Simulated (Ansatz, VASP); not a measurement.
**Cr in VASP and in Ansatz**

Contents of INCAR:

```
SYSTEM = Cr
PREC = Accurate
ENCUT = 600
EDIFF = 1E-6
ISMEAR = 0
SIGMA = 0.1
LREAL = .FALSE.
LASPH = .TRUE.
NELM = 80
ALGO = Normal
ISIF = 3
LWAVE = .FALSE.
LCHARG = .FALSE.
GGA = PS
IBRION = 2
NSW = 90
EDIFFG = -0.04
```

Contents of KPOINTS:

```
Automatic mesh
0
G
  8 8 8
  0 0 0
```

File POSCAR:

```
Cr
1.0
    2.3928153992      0.0000000000      0.0000000000
    0.0000000000      2.3928153992      0.0000000000
    0.0000000000      0.0000000000      2.3928153992
Cr
1
Direct
    0.0000000000      0.0000000000      0.0000000000
```

Input for Ansatz:

```yaml
crystal:
  lattice:
    - [2.3928153992, 0.0, 0.0]
    - [0.0, 2.3928153992, 0.0]
    - [0.0, 0.0, 2.3928153992]
  atoms:
    - { symbol: Cr, position: [0.0, 0.0, 0.0] }
basis:
  ecutwfc: 420
kpoints:
  mp_grid: { grid: [8, 8, 8] }
hamiltonian:
  xc: pbesol
scf:
  occupations: { method: gaussian, width: 0.1 }
  lower_state_search: "off"
output:
  forces: true
  stress: true
  eigenvalues: true
relax:
  adjacent_minimum: "off"
  f_tol: 0.04
  max_steps: 70
  cell: { stress_tol: 0.4 }
```

Alike in both runs: task relaxation of cell and atoms; functional PBEsol; k mesh 8 × 8 × 8; occupations gaussian, width 0.1 eV; no spin polarisation.

```csv
,VASP,Ansatz
version,VASP 6.6.1,Ansatz 0.2.0
potentials or method,"VASP PAW PBE potentials, release 64 (Cr_pv)","scalar-relativistic, plane waves, PAW"
plane-wave cutoff (eV),600,420
valence electrons in the cell,12,14
```

Ansatz gave:

| Quantity | Value |
| --- | --- |
| gap on the k mesh at the Fermi level, each at its own relaxed structure (eV) | none |
| relaxed volume (Å³/atom) | 12.41 |
| relaxed cell length with the largest relative difference (Å) | 2.315 |
| energy change over the relaxation (meV/atom) | -74 |

Q: Which values does VASP return?

A: gap on the k mesh at the Fermi level, each at its own relaxed structure (eV): none; relaxed volume (Å³/atom): 12.39; relaxed cell length with the largest relative difference (Å): 2.314; energy change over the relaxation (meV/atom): -76.

A gap of «none» marks a metal or a gap that the smearing closes. The two sets of potentials don't hold the same shells in valence.

Caveats: the PAW data sets were made with another functional, which shifts forces and pressure a little (VASP); the run has no spin polarisation, though such a crystal can be magnetic. Spin polarisation is off, so any magnetic state and its effect on volume and gap are missing.
